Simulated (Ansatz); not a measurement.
MnO2:

```
Mn O
1.0
     2.90416    0.00000    0.00000
     0.00000    3.84481    0.00000
     0.00000    0.00000    6.16426
Mn O
2 4
Direct
  0.50000 0.50000 0.34330
  0.00000 0.00000 0.65670
  0.50000 0.00000 0.83757
  0.00000 0.50000 0.16243
  0.50000 0.00000 0.42180
  0.00000 0.50000 0.57820
```

Measurements of this composition are mostly on another form, of space group No. 136.

Base run:

- Program: Ansatz 0.2.0
- Functional: PBEsol
- Potentials or basis: Ansatz PAW
- Cutoff: 420 eV (not typed: the program's choice for these potentials)
- k mesh: 8 × 6 × 4
- Occupations: fermi-dirac, width 0.05 eV
- Spin: collinear spin, ferromagnetic start
- Starting moments: [2.0, 2.0, 0.0, 0.0, 0.0, 0.0] μB
- Fixed moment: 4 μB

Its results: pressure -18.2 GPa; site moments Mn +1.69; O -0.01, -0.00 μB; largest force 1.813 eV/Å.

Task: The run is repeated on the same cell with these changes: fixed moment from 4 μB to 10 μB; moments at the start from [2.0, 2.0, 0.0, 0.0, 0.0, 0.0] to [5.0, 5.0, 0.0, 0.0, 0.0, 0.0]. What comes out?

Result: Pressure 16.8 GPa; site moments Mn +3.07; O +0.68, +0.42 μB; largest force 1.915 eV/Å.

Caveats: the total moment is fixed, so each spin has its own Fermi level; only a ferromagnetic start was run, and an antiferromagnetic order may lie lower in energy; the PAW data sets come from PBE, with cores solved anew for the run's functional, which leaves a small shift of forces and pressure; forces of over 1 eV/Å show positions far from the minimum, so gaps and moduli don't describe the material at rest; the thresholds are loose for stress.
